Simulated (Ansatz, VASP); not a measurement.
# Two plane-wave programs on TaN

```xyz
2
Lattice="0.0000 2.2086 2.2086 2.2086 0.0000 2.2086 2.2086 2.2086 0.0000" Properties=species:S:1:pos:R:3 pbc="T T T"
Ta    0.0000    0.0000    0.0000
N     2.2086    2.2086    2.2086
```

Alike in both runs: functional PBE; k mesh 16 × 16 × 16; occupations gaussian, width 0.1 eV; no spin polarisation.

Ansatz relaxed the structure, and its values are those at the end. VASP's run is a single point on that final structure, the one shown.

|  | VASP | Ansatz |
| --- | --- | --- |
| version | VASP 6.6.1 | Ansatz 0.2.0 |
| potentials or method | VASP PAW PBE potentials, release 64 (Ta_pv, N) | scalar-relativistic, plane waves, PAW |
| plane-wave cutoff (eV) | 520 | 420 |
| valence electrons in the cell | 16 | 18 |

VASP gave:

```
gap on the k mesh at the Fermi level (eV) : none
pressure (GPa)                            : 0.8
```

Task: Estimate Ansatz's values.

Result: gap on the k mesh at the Fermi level (eV): none; pressure (GPa): 0.0.

A gap of «none» marks a metal or a gap that the smearing closes. The two sets of potentials don't hold the same shells in valence.

The runs have no spin-orbit coupling, so splittings on Ta are missing.
